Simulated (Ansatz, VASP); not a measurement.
**Rb: VASP beside Ansatz**

```
Rb
1.0
    -2.95451    2.95451    2.73085
     2.95451   -2.95451    2.73085
     2.95451    2.95451   -2.73085
Rb
1
Direct
  0.00000 0.00000 0.00000
```

This isn't the form of Rb at room conditions, which is bcc.

Alike in both runs: task single point; functional LDA; k mesh 12 × 12 × 12; occupations gaussian, width 0.15 eV; no spin polarisation.

|  | VASP | Ansatz |
| --- | --- | --- |
| version | VASP 6.6.1 | Ansatz 0.2.0 |
| potentials or method | VASP PAW LDA potentials, release 64 (Rb_sv) | scalar-relativistic, plane waves, PAW |
| plane-wave cutoff (eV) | 520 | 420 |
| valence electrons in the cell | 9 | 9 |

```csv
,VASP,Ansatz,Ansatz less VASP
gap on the k mesh at the Fermi level (eV),none,none,-
pressure (GPa),-0.5,-0.5,0.00
```

A gap of «none» marks a metal or a gap that the smearing closes.
